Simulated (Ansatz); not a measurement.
Set up this calculation in Ansatz 0.2.0, as an ASE script.

- Task: relaxation of cell and atoms
- Functional: PBEsol
- Dispersion: D3(BJ)+ATM
- Potentials or basis: PseudoDojo PBEsol
- Cutoff: 925 eV
- Density cutoff: 3701 eV
- k mesh: 6 × 6 × 6
- Occupations: fermi-dirac, width 0.025 eV
- Spin: no spin polarisation
- Driver: calculator
- Optimizer: FIRE
- Fmax: 0.02
- Steps: 30
- Filter: FrechetCellFilter

The structure of Sr lies in Sr.xyz:

```xyz
1
Lattice="0.0000000000 3.0423500000 3.0423500000 3.0423500000 0.0000000000 3.0423500000 3.0423500000 3.0423500000 0.0000000000" Properties=species:S:1:pos:R:3 pbc="T T T"
Sr     0.0000000000      0.0000000000      0.0000000000
```

One way to write it, as run:

run.py

```python
import json

import ase.io
import numpy as np
from ase.calculators.calculator import CalculationFailed, Calculator
from ase.stress import full_3x3_to_voigt_6_stress
from ase.units import GPa
from ase.optimize import FIRE
from ase.filters import FrechetCellFilter

import ansatz as az

class AnsatzCalculator(Calculator):
    implemented_properties = ["energy", "free_energy", "forces", "stress", "magmom"]

    def calculate(self, atoms, properties, system_changes):
        super().calculate(atoms, properties, system_changes)
        structure = atoms.copy()
        structure.set_constraint()
        structure.set_momenta(None)
        structure.set_masses(None)
        outcome = (
            az.Crystal.from_ase(structure)
            .calculation()
            .basis(xc_grid=2)
            .kpoints(6, 6, 6)
            .functional("pbesol", dispersion="d3bjatm")
            .pseudopotentials(kind="nc", accuracy="standard", xc_functional="pbesol")
            .scf(tolerance=2e-10)
            .occupations(method="fermi_dirac", width=0.025)
            .forces()
            .stress()
            .run(threads=2)
        )
        if not outcome.report["converged"]:
            raise CalculationFailed("SCF not converged")
        report = outcome.report
        self.results = {
            "free_energy": report["lagrangian_ev"],
            "energy": report["lagrangian_ev"],
            "forces": np.array(report["forces_ev_ang"]),
            "stress": -GPa * full_3x3_to_voigt_6_stress(report["stress_gpa"]),
            "magmom": report["magnetization_mub"],
        }

np.set_printoptions(precision=5, suppress=True, linewidth=110)
atoms = ase.io.read("Sr.xyz")
atoms.calc = AnsatzCalculator()
FIRE(FrechetCellFilter(atoms)).run(fmax=0.02, steps=30)
print(f"final energy {atoms.get_potential_energy():.6f} eV, volume {atoms.get_volume() / len(atoms):.4f} A^3/atom")
print("stress (GPa)", atoms.get_stress() / GPa)
print("cell (A)", atoms.cell[:], "scaled positions", atoms.get_scaled_positions(wrap=False), sep="\n")
```

Potentials or basis: PseudoDojo PBEsol.

Command:

```sh
$ python run.py
```

It gave:

* Relaxed volume: 49.29 Å³/atom
* Relaxed cell: a = 4.115 Å, b = 4.115 Å, c = 4.115 Å, α = 60.00°, β = 60.00°, γ = 60.00°
* Space group after relaxing (to 0.05 Å): Fm-3m (No. 225)
* Energy gained by relaxing: 36.7 meV/atom
* Ionic steps: 5
* Pressure after relaxing: 0.0 GPa

Caveat: the volume moved by -12 % from the deposited cell, more than functionals usually miss; the thresholds are loose for stress.

Wall time 3.5 s on 2 threads of Arm Neoverse V2 (shared host), peak memory 0.44 GiB.
